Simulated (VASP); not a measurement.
# P (R-3m) in VASP: a series of runs, part 2 of 2

VASP 6.6.1. Earlier steps stand in the parts before.

### Step 4. Vibrations by finite differences, PBEsol+D3(BJ)

This run uses another cell than the first one, of 14.15 Å³/atom, 0.877 times its volume.

File INCAR:

```
SYSTEM = P
ALGO = Normal ; EDIFF = 1E-8
ENCUT = 520 ; GGA = PS
IBRION = 6 ; ISIF = 2
ISMEAR = 0 ; IVDW = 12
LASPH = .True. ; LCHARG = .False.
LREAL = .False. ; LWAVE = .False.
NELM = 100 ; NFREE = 2
NSW = 1 ; POTIM = 0.015
PREC = Accurate ; SIGMA = 0.02
```

File KPOINTS:

```
k-points
0
Gamma
  3 3 3
  0 0 0
```

File POSCAR:

```
P                                       
1.0
    1.6628140244      0.9600261275      2.9547597227
   -1.6628140244      0.9600261275      2.9547597227
    0.0000000000     -1.9200522442      2.9547597223
  P             
     2
Direct
     0.2284525024089135    0.2284525024089135    0.2284525024088850
     0.7715474975910865    0.7715474975910865    0.7715474975911150
```

Potentials or basis: VASP PAW PBE potentials, release 64 (P).

The run is started by

```
cat potpaw_PBE.64/P/POTCAR > POTCAR
mpirun -np 1 vasp_std > vasp.out
```

OUTCAR:

```text
SYSTEM = P
   EDIFF = 1E-8
   ENCUT = 520
   GGA = PS
   IBRION = 6
   ISIF = 2
   ISMEAR = 0
   IVDW = 12
   LASPH = .True.
   LREAL = .False.
   NELM = 100
   NFREE = 2
   NSW = 1
   POTIM = 0.015
   PREC = Accurate
 IVDW          = 12

 ion  position               nearest neighbor table
   1  0.228  0.228  0.228-   2 2.21   2 2.21   2 2.21   2 2.67   2 2.67   2 2.67
   2  0.772  0.772  0.772-   1 2.21   1 2.21   1 2.21   1 2.67   1 2.67   1 2.67

  LATTYP: Found a trigonal (rhomboedric) cell.
 ALAT       =     3.5238055656
 COS(alpha) =     0.5546581808

  Lattice vectors:

 A1 = (   1.6628140244,   0.9600261275,   2.9547597227)
 A2 = (  -1.6628140244,   0.9600261275,   2.9547597227)
 A3 = (   0.0000000000,  -1.9200522442,   2.9547597223)

Analysis of symmetry for initial positions (statically):
=====================================================================
 Subroutine PRICEL returns:
 Original cell was already a primitive cell.

 Routine SETGRP: Setting up the symmetry group for a
 trigonal (rhombohedral) supercell.

 Subroutine GETGRP returns: Found 12 space group operations
 (whereof 12 operations were pure point group operations)
 out of a pool of 12 trial point group operations.

The static configuration has the point symmetry D_3d.

Analysis of symmetry for dynamics (positions and initial velocities):
=====================================================================
 Subroutine PRICEL returns:
 Original cell was already a primitive cell.

 Routine SETGRP: Setting up the symmetry group for a
 trigonal (rhombohedral) supercell.

 Subroutine GETGRP returns: Found 12 space group operations
 (whereof 12 operations were pure point group operations)
[... 293 lines left out ...]

 number of electron      10.0000000 magnetization

 Free energy of the ion-electron system (eV)
  ---------------------------------------------------
  ext. energy  EPLUGINS =         0.00000000
  ---------------------------------------------------
  free energy    TOTEN  =       -11.34263819 eV

  energy without entropy =      -11.34035282  energy(sigma->0) =      -11.34149551

 E-fermi :  10.6513     XC(G=0): -11.4575

 val. band max:        9.9981444565   @ k =   0.3333  -0.0000   0.0000
 cond. band min:      10.6574223781   @ k =   0.3333   0.3333   0.0000
 fundamental gap:      0.6592779216
 Fermi energy:        10.6513309742

 k-point     1 :       0.0000    0.0000    0.0000
  band No.  band energies     occupation
      1      -7.0610      2.00000
      2       7.4365      2.00000
      3       7.6503      2.00000
      4       7.6503      2.00000
      5       8.2634      2.00000
      6      12.3175      0.00000
      7      13.5089      0.00000
      8      13.5089      0.00000
      9      16.4976      0.00000
[... 91 lines left out ...]
  FREE ENERGIE OF THE ION-ELECTRON SYSTEM (eV)
  ---------------------------------------------------
  free  energy   TOTEN  =       -12.1436250439 eV

  energy  without entropy=      -12.1413396762  energy(sigma->0) =      -12.14248236

 INTERNAL STRAIN TENSORS FROM DISPLACED ATOMS
 ============================================

 INTERNAL STRAIN TENSOR FOR ION    1 for displacements in x,y,z  (eV/Angst):
          X           Y           Z          XY          YZ          ZX
  --------------------------------------------------------------------------------
  x     0.00000    -0.00000     0.00000    15.63238     0.00000    -3.22904
  y    15.63238   -15.63238    -0.00000     0.00000    -3.22904     0.00000
  z    -9.49372    -9.49372   -10.27378    -0.00000    -0.00000     0.00000

 INTERNAL STRAIN TENSOR FOR ION    2 for displacements in x,y,z  (eV/Angst):
          X           Y           Z          XY          YZ          ZX
  --------------------------------------------------------------------------------
  x     0.00000     0.00000     0.00000   -15.63238    -0.00000     3.22904
  y   -15.63238    15.63238     0.00000     0.00000     3.22904     0.00000
  z     9.49372     9.49372    10.27378     0.00000     0.00000     0.00000

 Eigenvectors and eigenvalues of the dynamical matrix
 ----------------------------------------------------

   1 f  =   12.234542 THz    76.871894 2PiTHz  408.100392 cm-1    50.597977 meV
             X         Y         Z           dx          dy          dz
      0.000000  0.000000  2.025067     0.000000    0.000000    0.707107
      0.000000  0.000000  6.839212    -0.000000   -0.000000   -0.707107

   2 f  =    0.000000 THz     0.000000 2PiTHz    0.000003 cm-1     0.000000 meV
             X         Y         Z           dx          dy          dz
      0.000000  0.000000  2.025067     0.688448   -0.160819   -0.013315
      0.000000  0.000000  6.839212     0.688448   -0.160819   -0.013315

   3 f/i=    0.000000 THz     0.000000 2PiTHz    0.000002 cm-1     0.000000 meV
             X         Y         Z           dx          dy          dz
      0.000000  0.000000  2.025067     0.161255    0.683417    0.083298
      0.000000  0.000000  6.839212     0.161255    0.683417    0.083298
[... 11 lines left out ...]
   6 f/i=    9.201605 THz    57.815388 2PiTHz  306.932498 cm-1    38.054763 meV
             X         Y         Z           dx          dy          dz
      0.000000  0.000000  2.025067    -0.707107    0.000000   -0.000000
      0.000000  0.000000  6.839212     0.707107   -0.000000    0.000000

 ELASTIC MODULI CONTR FROM IONIC RELAXATION (kBar)
 Direction    XX          YY          ZZ          XY          YZ          ZX
 --------------------------------------------------------------------------------
 XX        -537.9501   -537.9501   -582.1512      0.0000     -0.0000     -0.0000
 YY        -537.9501   -537.9501   -582.1512      0.0000     -0.0000     -0.0000
 ZZ        -582.1512   -582.1512   -629.9841      0.0000     -0.0000     -0.0000
 XY           0.0000      0.0000      0.0000     -0.0000      0.0000      0.0000
 YZ          -0.0000     -0.0000     -0.0000      0.0000     -0.0000     -0.0000
 ZX          -0.0000     -0.0000     -0.0000      0.0000     -0.0000     -0.0000
 --------------------------------------------------------------------------------
```

OSZICAR:

```text
N       E                     dE             d eps       ncg     rms          rms(c)
DAV:   1     0.232586304340E+02    0.23259E+02   -0.47317E+03   108   0.967E+02
DAV:   2    -0.105882812095E+02   -0.33847E+02   -0.32024E+02   170   0.136E+02
DAV:   3    -0.114244598163E+02   -0.83618E+00   -0.83417E+00   146   0.232E+01
[... 53 lines left out ...]
DAV:   4    -0.113426392820E+02    0.10772E-04   -0.44352E-05   142   0.439E-02    0.105E-02
DAV:   5    -0.113426383299E+02    0.95213E-06   -0.44268E-06   129   0.153E-02    0.260E-03
DAV:   6    -0.113426382658E+02    0.64020E-07   -0.24520E-07   166   0.412E-03    0.715E-04
DAV:   7    -0.113426381915E+02    0.74372E-07   -0.36909E-08   124   0.116E-03    0.221E-04
DAV:   8    -0.113426381910E+02    0.44633E-09   -0.25917E-09    64   0.372E-04
   5 F= -.12143625E+02 E0= -.12142482E+02  d E =-.228537E-02
```

Wall time 17 s (1 thread of Intel Xeon Platinum 8259CL at 2.50GHz (Skylake/Cascade Lake), shared host); peak memory 0.15 GiB.

What came out:

| Property | Result |
| --- | --- |
| Highest phonon frequency at Γ | 408 cm⁻¹ |
| Most unstable mode | 307i cm⁻¹ |
| Dispersion energy per atom | -0.400 eV |

Phonon frequencies in cm⁻¹ (negative: imaginary):
| q point | frequencies |
| --- | --- |
| (0.000, 0.000, 0.000) | -307 -307 0 0 0 408 |

Caveat: the k mesh is coarse (spacing up to 0.76 Å⁻¹), so the values aren't converged; some modes are imaginary; the PAW data sets were made with another functional, which shifts forces and pressure a little; pairwise dispersion overbinds metals, which lowers pressure and volume.
